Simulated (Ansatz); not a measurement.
Runs of Ansatz 0.2.0 on Te2Pt (Moncheite). The structure is trigonal, space group P-3m1 (No. 164). Conventional cell: a = 4.010 Å, b = 4.010 Å, c = 5.201 Å, α = 90.00°, β = 90.00°, γ = 120.00°. Pt (site symmetry -3m) is surrounded by 6 Te at 2.66 Å. Around Te (site symmetry 3m) lie 3 Pt at 2.66 Å. 

```csv
task,level,cell,smearing,gap on the mesh (eV),pressure (GPa),relaxed volume (Å³/atom),largest force (eV/Å)
single point,PBE,as given,gaussian 0.027 eV,none,8.7,-,0.97
single point,PBE,as given,gaussian 0.015 eV,none,8.7,-,0.97
relaxation of cell and atoms,PBE+D4,relaxed,fermi-dirac 0.05 eV,none,0.0,24.18,0.01
single point,PBE,as given,gaussian 0.028 eV,none,8.7,-,0.97
relaxation of cell and atoms,PBE+D3(BJ),relaxed,fermi-dirac 0.05 eV,-,0.0,(a),-
single point,PBE,as given,gaussian 0.016 eV,none,8.7,-,0.97
single point,PBE,as given,gaussian 0.026 eV,none,8.7,-,0.97
single point,PBE,as given,gaussian 0.019 eV,none,8.7,-,0.97
single point,PBE,as given,gaussian 0.018 eV,none,8.7,-,0.97
single point,PBE,as given,gaussian 0.02 eV,none,8.7,-,0.97
single point,PBE,as given,gaussian 0.024 eV,none,8.7,-,0.97
single point,PBE,as given,gaussian 0.025 eV,none,8.7,-,0.97
```

Alike in all rows: potentials or basis Ansatz PAW; no spin polarisation; k mesh 8 × 8 × 5; cutoff (eV) 420.

Fill in the values left out.

(a) 24.19.

Caveats: the plane-wave basis is chosen anew once the cell has moved, so the energies of steps on either side of that aren't comparable (some runs); pairwise dispersion overbinds metals, which lowers pressure and volume (some runs).

A k mesh can miss the band edges, and the runs leave out spin-orbit coupling on Pt, Te.

A gap of «none» marks a metal or a gap under the smearing width.
